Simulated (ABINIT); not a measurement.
Here is an ABINIT 10.8.3 (patched build) calculation.

File run.abi:

```
# Pseudopotentials
pp_dirpath "./"
pseudos "Zn.upf, O.upf"

# Structure
acell 3*1.0 Angstrom
rprim
     3.1828425800     0.0000000000     0.0000000000
    -1.5914212900     2.7564225300     0.0000000000
     0.0000000000     0.0000000000     5.1530931900
ntypat 2
znucl 30 8
natom 4
typat 1 1 2 2
xcart
     3.0073504171     1.7362945378     0.0046960217
    -0.0000000301     3.4725891277     4.8736634336
    -0.0000000301     3.4725891277     8.5550460678
     3.0073504171     1.7362945378     3.6860786559
chkprim 0
chksymtnons 0
tolsym 1.0e-6

# Plane-wave basis
ecut 36.0

# k points
kptopt 1
ngkpt 7 7 4
nshiftk 1
shiftk 0.0 0.0 0.0

# Exchange and correlation
ixc 7

# Bands and occupations
nband 32
occopt 3
tsmear 0.05 eV

# SCF cycle
nstep 100
tolvrs 1.0e-10

# Output
iomode 3
prtwf 0
prteig 0
prtebands 0
enunit 1
prtden 1
prtvha 1
prtvclmb 1
prtpot 1
prtelf 1
```

Potentials or basis: PseudoDojo NC SR LDA v0.4.1 standard.

Run with:

```console
$ abinit run.abi > log 2>&1
```

Estimate the band gap on the k mesh.

0.86 eV, direct.
